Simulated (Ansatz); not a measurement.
Crystal: KBr, rock salt type, 2 atoms in the cell.

Computed with HSE06, plane waves, PAW datasets (earlier set, tuned by hand) (Ansatz).

Cutoff 680 eV; exchange singularity: regularized; k-mesh 4×4×4 Γ-centred; Fermi–Dirac smearing of 0.05 eV; no spin polarisation.

```
V (Å³/atom)   a (Å)  E − E(min) (meV/atom)  P (GPa)
     34.588  6.5163                   8.10     1.14
     35.716  6.5864                   2.16     0.56
     36.843  6.6550                   0.00     0.07
     37.971  6.7223                   0.99    -0.34
     39.099  6.7882                   4.60    -0.68
```

Problem. Fit a third-order Birch–Murnaghan equation of state to the energies.

Solution. V₀ = 37.024 Å³/atom (a₀ = 6.666 Å), B₀ = 14.2 GPa, B₀′ = 4.88.

The stress includes the program's correction for the finite plane-wave basis.

The k-mesh is coarse, so these values belong to this mesh and can lie far from the converged ones.
